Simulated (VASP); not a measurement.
Crystal: TaS2.

```
CELL_PARAMETERS angstrom
3.35000 0.00000 0.00000
-1.67500 2.90119 0.00000
0.00000 0.00000 5.86000
ATOMIC_POSITIONS crystal
Ta 0.00000 0.00000 0.00000
S 0.66667 0.33333 0.75000
S 0.33333 0.66667 0.25000
```

- Program: VASP 6.6.1
- Task: relaxation of cell and atoms
- Functional: PBE
- Potentials or basis: VASP PAW PBE potentials, release 64 (Ta, S)
- Cutoff: 580 eV
- k mesh: 9 × 9 × 5
- Occupations: fermi-dirac, width 0.05 eV
- Spin: no spin polarisation

At the start: pressure 8.9 GPa; volume 18.98 Å³/atom.

Task: How do energy, volume and symmetry change on relaxing?

Result: Over 33 steps the energy falls by 45.8 meV/atom and the volume is 21.72 Å³/atom (+14.4 %); space group P-3m1 (No. 164, to 0.05 Å).

The path:
```
step  energy change (eV)  largest force (eV/Å)  pressure (GPa)  volume (Å³)
   1              0.0000                1.2292            8.93        56.95
   2              0.2548                1.9357          -12.76        66.11
   3             -0.1080                0.0800           -0.65        59.96
   4             -0.1082                0.0342           -0.31        59.84
   5             -0.1082                0.0113           -0.15        59.78
   6             -0.1155                0.0796            0.10        59.66
   7             -0.1175                0.1402            0.34        59.54
   8             -0.1199                0.1465            0.18        59.87
   9             -0.1257                0.1623           -0.25        60.86
  10             -0.1319                0.1863           -0.93        62.85
  11             -0.1336                0.1220           -0.54        62.87
  12             -0.1349                0.0180            0.11        62.91
  13             -0.1350                0.0175            0.33        62.92
  14             -0.1352                0.0221            0.35        63.02
  15             -0.1357                0.0355            0.38        63.33
  16             -0.1364                0.0665            0.47        63.96
  17             -0.1370                0.0280           -0.17        64.46
  18             -0.1370                0.0170           -0.11        64.40
  19             -0.1370                0.0223           -0.10        64.46
  20             -0.1372                0.0362           -0.08        64.62
  21             -0.1370                0.0643           -0.08        64.94
  22             -0.1372                0.0435           -0.09        64.71
  23             -0.1373                0.0236            0.05        64.73
  24             -0.1373                0.0097            0.14        64.74
  25             -0.1374                0.0042            0.13        64.83
  26             -0.1375                0.0099            0.07        65.07
  27             -0.1375                0.0124            0.06        65.12
  28             -0.1375                0.0096           -0.08        65.22
  29             -0.1375                0.0011           -0.04        65.18
  30             -0.1375                0.0033           -0.02        65.18
  31             -0.1375                0.0077            0.03        65.17
  32             -0.1375                0.0052            0.02        65.17
  33             -0.1375                0.0049            0.01        65.17
```

Final structure:
```cif
data_structure
_symmetry_space_group_name_H-M 'P 1'
_symmetry_Int_Tables_number 1
_cell_length_a 3.3699
_cell_length_b 3.3699
_cell_length_c 6.6267
_cell_angle_alpha 90.000
_cell_angle_beta 90.000
_cell_angle_gamma 120.000
_cell_volume 65.17
loop_
_atom_site_label
_atom_site_type_symbol
_atom_site_fract_x
_atom_site_fract_y
_atom_site_fract_z
_atom_site_occupancy
Ta1 Ta 0.00000 0.00000 0.00000 1
S1 S 0.66667 0.33333 0.76829 1
S2 S 0.33333 0.66667 0.23171 1
```

Caveat: this functional lacks dispersion, which binds the layers, so the pressure and a relaxed spacing across them are unreliable; the volume moved by +14 % from the deposited cell, more than functionals usually miss.
